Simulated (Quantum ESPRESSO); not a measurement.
Zr:

```
CELL_PARAMETERS angstrom
-1.81000 1.81000 1.81000
1.81000 -1.81000 1.81000
1.81000 1.81000 -1.81000
ATOMIC_POSITIONS crystal
Zr 0.00000 0.00000 0.00000
```

This isn't the form of Zr at room conditions, which is hcp.

* Program: Quantum ESPRESSO 7.5
* Task: single point
* Functional: PBE
* Potentials or basis: SSSP 1.3 efficiency PBE
* Cutoff: 748 eV
* Density cutoff: 5987 eV
* k mesh: 10 × 10 × 10
* Occupations: fermi-dirac, width 0.05 eV
* Spin: no spin polarisation

On this cell: pressure -3.4 GPa; band gap on the k mesh none (metal or under the smearing width).

The same run follows on a disturbed copy (cell strained at random at fixed volume):

```
CELL_PARAMETERS angstrom
-1.84427 1.86024 1.77457
1.87912 -1.87150 1.82068
1.75054 1.77777 -1.78583
ATOMIC_POSITIONS crystal
Zr 0.02239 0.99601 0.01201
```

Task: What does the disturbed cell give?

Result: The energy (extrapolated to zero smearing) moves by +5.7 meV/atom; pressure -3.4 GPa; band gap on the k mesh none (metal or under the smearing width).

Stress tensor (GPa, compression positive):
```
-3.31  1.40 -0.58
 1.40 -3.31  0.35
-0.58  0.35 -3.47
```
